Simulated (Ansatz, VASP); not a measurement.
## Ta: VASP beside Ansatz

```
CELL_PARAMETERS angstrom
2.63342 0.00000 0.00000
0.00000 2.63342 0.00000
0.00000 0.00000 2.63342
ATOMIC_POSITIONS crystal
Ta 0.00000 0.00000 0.00000
```

Alike in both runs: task single point; functional PBEsol; k mesh 13 × 13 × 13; occupations fermi-dirac, width 0.1 eV; no spin polarisation.

|  | VASP | Ansatz |
| --- | --- | --- |
| version | VASP 6.6.1 | Ansatz 0.2.0 |
| potentials or method | VASP PAW PBE potentials, release 64 (Ta_pv) | plane waves (420 eV) with PAW, scalar-relativistic |
| plane-wave cutoff (eV) | 520 | 420 |
| valence electrons in the cell | 11 | 13 |

Ansatz gave:

```
pressure (GPa) : 15.0
```

Q: Which values does VASP return?

A: Pressure (GPa): 15.4.

The two sets of potentials don't hold the same shells in valence. Ansatz warned: «pseudo_functional_mismatch».

Caveats: so large a pressure means that the cell lies far from this level's equilibrium, or that cutoff or potentials fall short (VASP); the potentials were made for another functional, which shifts forces and pressure (VASP). Spin-orbit coupling is left out, which matters for the levels of Ta.
